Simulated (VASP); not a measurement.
# ZnS: relaxation of the atoms with PBE

ZnS:

```
Zn S
1.0
     0.00000    2.68671    2.68671
     2.68671    0.00000    2.68671
     2.68671    2.68671    0.00000
Zn S
1 1
Cartesian
  1.3434 1.3434 1.3434
  0.0000 0.0000 0.0000
```

The cell isn't the ideal one: a relaxed cell with its volume scaled by 0.96.

| Property | Result |
| --- | --- |
| Program | VASP 6.6.1 |
| Task | relaxation of the atoms |
| Functional | PBE |
| Potentials or basis | VASP PAW PBE potentials, release 64 (Zn, S) |
| Cutoff | 600 eV |
| k mesh | 10 × 10 × 10 |
| Occupations | gaussian, width 0.03 eV |
| Spin | no spin polarisation |
| Further INCAR settings | ALGO = Fast; EDIFF = 1e-07; IBRION = 2; EDIFFG = -0.01; NSW = 40 |

- Pressure after relaxing: 3.1 GPa
- Band gap on the k mesh: 2.19 eV, direct

Final structure:
```
Zn S
1.0
     0.00000    2.68671    2.68671
     2.68671    0.00000    2.68671
     2.68671    2.68671    0.00000
Zn S
1 1
Cartesian
  1.3434 1.3434 1.3434
  0.0000 0.0000 0.0000
```

Levels at points of the mesh, in eV from the valence-band top:
| k point | band 5 | band 6 | band 7 | band 8 | band 9 | band 10 | band 11 | band 12 | band 13 |
| --- | --- | --- | --- | --- | --- | --- | --- | --- | --- |
| (0.00, 0.00, 0.00) | -5.89 | -5.89 | 0.00 | 0.00 | 0.00 | 2.19 | 6.38 | 6.38 | 6.38 |
| (0.50, 0.00, 0.00) | -5.86 | -5.68 | -5.40 | -0.89 | -0.89 | 3.34 | 6.92 | 6.92 | 8.94 |
| (0.50, 0.50, 0.00) | -5.81 | -5.67 | -4.62 | -2.28 | -2.28 | 3.37 | 4.07 | 11.10 | 12.09 |

Wall time 60 s on 1 thread of Intel(R) Xeon(R) Platinum 8375C CPU @ 2.90GHz (Ice Lake), with other jobs on the host, peak memory 0.17 GiB.

Caveat: the relaxation stopped at its first step, so nothing moved.
